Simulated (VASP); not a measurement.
# SnGe7: relaxation of cell and atoms with PBEsol

SnGe7:

```
Sn Ge
1.0
     0.00000    5.75893   -5.75893
     5.75893    5.75893    0.00000
     5.75893    0.00000   -5.75893
Sn Ge
2 14
Direct
  0.50000 0.00000 0.50000
  0.50000 0.50000 0.50000
  0.00000 0.00000 0.50000
  0.00000 0.50000 0.50000
  0.50000 0.00000 0.00000
  0.50000 0.50000 0.00000
  0.00000 0.00000 0.00000
  0.00000 0.50000 0.00000
  0.37500 0.37500 0.37500
  0.37500 0.87500 0.37500
  0.87500 0.37500 0.37500
  0.87500 0.87500 0.37500
  0.37500 0.37500 0.87500
  0.37500 0.87500 0.87500
  0.87500 0.37500 0.87500
  0.87500 0.87500 0.87500
```

The cell was built by a generator and needn't be a form met in nature.

| Property | Result |
| --- | --- |
| Program | VASP 6.6.1 |
| Task | relaxation of cell and atoms |
| Functional | PBEsol |
| Potentials or basis | VASP PAW PBE potentials, release 64 (Sn_d, Ge_d) |
| Cutoff | 600 eV |
| k mesh | 6 × 6 × 6 |
| Occupations | gaussian, width 0.03 eV |
| Spin | no spin polarisation |
| Further INCAR settings | ALGO = Normal; EDIFF = 1e-06; IBRION = 2; EDIFFG = -0.01; NSW = 90; ISIF = 3 |

```
Relaxed volume                         : 24.28 Å³/atom
Relaxed cell                           : a = 8.192 Å, b = 8.179 Å, c = 8.192 Å, α = 60.05°, β = 59.99°, γ = 60.05°
Space group after relaxing (to 0.05 Å) : Amm2 (No. 38)
Energy gained by relaxing              : 26.8 meV/atom
Ionic steps                            : 10
Pressure after relaxing                : 0.0 GPa
Largest force after relaxing           : 0.009 eV/Å
Band gap on the k mesh                 : 0.01 eV
```

Forces in eV/Å, atoms in the order of the input:
```
Sn   0.000  0.000  0.009
Sn   0.000  0.000  0.009
Ge   0.001 -0.001 -0.008
Ge   0.001 -0.001 -0.008
Ge  -0.001  0.001 -0.008
Ge  -0.001  0.001 -0.008
Ge   0.000  0.000 -0.005
Ge   0.000  0.000 -0.005
Ge   0.000  0.000  0.002
Ge   0.000  0.000  0.002
Ge   0.000  0.000  0.005
Ge   0.000  0.000  0.005
Ge   0.000  0.000  0.005
Ge   0.000  0.000  0.005
Ge   0.000  0.000  0.001
Ge   0.000  0.000  0.001
```

Step by step:
```
step  energy change (eV)  largest force (eV/Å)  pressure (GPa)  volume (Å³)
   1              0.0000                1.5541            1.64       381.99
   2             -0.3752                0.4296           -1.02       395.68
   3             -0.3772                0.3497           -1.17       396.80
   4             -0.4268                0.0586            0.02       388.13
   5             -0.4269                0.0574            0.06       388.24
   6             -0.4269                0.0551            0.03       388.49
   7             -0.4280                0.0374            0.01       388.54
   8             -0.4280                0.0336           -0.02       388.56
   9             -0.4284                0.0119            0.00       388.41
  10             -0.4284                0.0094            0.03       388.41
```

Final structure:
```
CELL_PARAMETERS angstrom
-0.00414 5.78747 -5.79808
5.78333 5.78333 0.00000
5.78747 -0.00414 -5.79808
ATOMIC_POSITIONS crystal
Sn 0.50044 0.99956 0.50044
Sn 0.50044 0.49956 0.50044
Ge 0.00028 0.00012 0.49949
Ge 0.00028 0.50012 0.49949
Ge 0.49949 0.00012 0.00028
Ge 0.49949 0.50012 0.00028
Ge 0.00045 0.99955 0.00045
Ge 0.00045 0.49955 0.00045
Ge 0.36546 0.38454 0.36546
Ge 0.36546 0.88454 0.36546
Ge 0.88843 0.37076 0.37006
Ge 0.88843 0.87076 0.37006
Ge 0.37006 0.37076 0.88843
Ge 0.37006 0.87076 0.88843
Ge 0.87539 0.37461 0.87539
Ge 0.87539 0.87461 0.87539
```

Levels at points of the mesh, in eV from the valence-band top:
| k point | band 108 | band 109 | band 110 | band 111 | band 112 | band 113 | band 114 | band 115 | band 116 | band 117 |
| --- | --- | --- | --- | --- | --- | --- | --- | --- | --- | --- |
| (0.00, 0.00, 0.00) | -1.14 | -1.08 | -0.62 | -0.18 | -0.14 | 0.06 | 0.08 | 0.16 | 0.17 | 0.37 |
| (0.50, 0.00, 0.00) | -1.98 | -1.01 | -0.99 | -0.62 | -0.49 | 0.17 | 0.74 | 1.12 | 1.15 | 1.17 |
| (0.00, 0.50, 0.00) | -2.22 | -0.77 | -0.77 | -0.77 | -0.77 | 0.43 | 0.43 | 1.26 | 1.26 | 1.33 |
| (0.50, 0.50, 0.00) | -1.95 | -1.42 | -1.42 | -1.28 | -1.28 | 0.93 | 0.93 | 1.75 | 1.75 | 1.88 |
| (0.50, 0.00, 0.50) | -1.71 | -1.61 | -1.60 | -1.21 | -1.02 | 0.89 | 0.98 | 1.56 | 1.58 | 1.95 |

Wall time 2.2 h on 1 × NVIDIA H100 80GB with 1 thread of AMD EPYC 7R13 Processor (Zen 3), with other jobs on the host, peak memory 2.9 GiB.

Caveat: the PAW data sets were made with another functional, which shifts forces and pressure a little; spin-orbit coupling is left out, which moves the levels of the heavy elements. A k mesh can miss the band edges.
